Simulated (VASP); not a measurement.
**BN under changes of volume**

One of the cells (9.146 Å³/atom); the others are scaled copies at fixed shape and fractional positions:

```xyz
4
Lattice="2.5148 0.0000 0.0000 -1.2574 2.1779 0.0000 0.0000 0.0000 6.6796" Properties=species:S:1:pos:R:3 pbc="T T T"
N     1.2574    0.7260    1.6699
N     0.0000    1.4519    5.0097
B     1.2574    0.7260    5.0097
B     0.0000    1.4519    1.6699
```

- Program: VASP 6.6.1
- Functional: PBE
- Potentials or basis: VASP PAW PBE potentials, release 64 (N, B)
- Cutoff: 520 eV
- k mesh: 12 × 12 × 4
- Occupations: fermi-dirac, width 0.05 eV
- Spin: no spin polarisation

| volume (Å³/atom) | energy over the lowest point (meV/atom) | pressure (GPa) | gap on the mesh (eV) |
| --- | --- | --- | --- |
| 8.429 | 49.08 | 22.7 | 4.35 |
| 8.608 | 27.14 | 16.3 | 4.33 |
| 8.787 | 12.04 | 10.5 | 4.31 |
| 9.146 | 0.00 | 0.3 | 4.26 |
| 9.325 | ? | ? | ? |
| 9.505 | 8.85 | -8.2 | 4.22 |

**Question.** What does the run at 9.325 Å³/atom give?

**Answer.** Energy over the lowest point 2.04 meV/atom; pressure -4.2 GPa; gap on the mesh 4.24 eV.

Worked out: A Birch-Murnaghan fit of order 3 (a polynomial in V^(-2/3)) to the other rows has its minimum at 9.16 Å³/atom with B0 = V·E''(V) = 235 GPa and B' = 3.7 at fixed shape and positions, which overstates the stiffness. It gives 2.04 meV/atom at 9.325 Å³/atom, against the run's 2.04, and -dE/dV = -4.0 GPa, against -4.2. A straight line through the other rows of the gap, of slope -1.1 eV per unit of ln V, gives 4.24 eV, against the run's 4.24.

Energies are extrapolated to zero smearing.

Caveats: this functional lacks dispersion, which binds the layers, so the pressure and a relaxed spacing across them are unreliable.

A mesh can miss the band edges.
